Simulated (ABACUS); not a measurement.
Runs of ABACUS 3.10.1 on Fe. The structure is cubic, space group Im-3m (No. 229). Conventional cell: a = 2.886 Å, b = 2.886 Å, c = 2.886 Å, α = 90.00°, β = 90.00°, γ = 90.00°. Around Fe (site symmetry m-3m) lie 8 Fe at 2.50 Å. 

```csv
task,level,potentials or basis,k mesh,cutoff (eV),SCF threshold on the density,eigensolver,symmetry key,orbital files,path,mesh quality,gap on the mesh (eV),pressure (GPa),moment (μB)
single point,BP86,"Ansatz NC PBE, plane waves",10 × 10 × 10,1225,1e-08,dav,1,-,-,not flagged,none,(b),2.15
single point,PBE,"SPMS ONCV 1.0 PBE, TZDP LCAO (the cutoffs set its grid)",12 × 12 × 12,1361,1e-07,genelpa,1,Fe Fe_confined-atom_7au_4s3p3d1f.orb,-,not flagged,none,-5.6,2.37
single point,BLYP,"PseudoDojo NC SR 0.4.1 PBE standard, DZP LCAO (the cutoffs set its grid)",12 × 12 × 12,1361,1e-07,genelpa,1,Fe Fe_confined-atom_7au_3s2p2d1f.orb,-,not flagged,none,(a),2.37
single point,M06-L,"SG15 ONCV 1.2 PBE, plane waves",8 × 8 × 8,1415,1e-08,dav,1,-,-,coarse,none,0.0,2.78
```

Alike in all rows: spin collinear, ferromagnetic start; cell as given; smearing fermi-dirac 0.05 eV.

Question: Estimate the missing entries.

Answer: (a) -0.9; (b) -13.8.

Caveats: some runs use coarse meshes; the potentials were made for another functional, which shifts forces and pressure (some runs); the atomic orbitals were generated for these runs and aren't a published set (some runs); the basis of atomic orbitals isn't converged, which shifts pressures, moduli and gaps (some runs).

A gap of «none» marks a metal or a gap under the smearing width.
